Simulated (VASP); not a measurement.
Si2Mo: single point with PBE

Si2Mo:

```xyz
3
Lattice="-1.6000 1.6000 3.9305 1.6000 -1.6000 3.9305 1.6000 1.6000 -3.9305" Properties=species:S:1:pos:R:3 pbc="T T T"
Mo    0.0000    0.0000    0.0000
Si    0.0000    0.0000    5.2433
Si    0.0000    0.0000    2.6177
```

```
Program                : VASP 6.6.1
Task                   : single point
Functional             : PBE
Potentials or basis    : VASP PAW PBE potentials, release 64 (Mo_sv_GW, Si_GW)
Cutoff                 : 500 eV
k mesh                 : 6 × 6 × 6
Occupations            : gaussian, width 0.02 eV
Spin                   : no spin polarisation
Further INCAR settings : ALGO = Normal; EDIFF = 1e-06
```

```
Pressure               : 1.6 GPa
Largest force          : 0.260 eV/Å
Band gap on the k mesh : none (metal or under the smearing width)
```

Forces in eV/Å, atoms in the order of the input:
```
Mo   0.000  0.000  0.000
Si   0.000  0.000 -0.260
Si   0.000  0.000  0.260
```

Stress tensor (GPa, compression positive):
```
2.03 0.00 0.00
0.00 2.03 0.00
0.00 0.00 0.86
```

Levels at points of the mesh, in eV from the Fermi level:
```csv
k point,band 9,band 10,band 11,band 12,band 13,band 14
"(0.00, 0.00, 0.00)",-2.66,-2.66,0.41,3.07,3.12,3.63
"(0.50, 0.00, 0.00)",-2.61,-2.51,-0.52,2.26,3.02,4.03
"(0.50, 0.50, 0.00)",-4.49,-3.06,-1.14,2.32,2.71,3.00
"(0.50, 0.50, 0.50)",-0.59,-0.59,-0.53,-0.53,0.55,4.61
```

Wall time 14 s on 1 thread of Intel(R) Xeon(R) 6975P-C (Granite Rapids), with other jobs on the host, peak memory 0.21 GiB.

Caveat: the k mesh is coarse (spacing up to 0.46 Å⁻¹), so the values aren't converged.
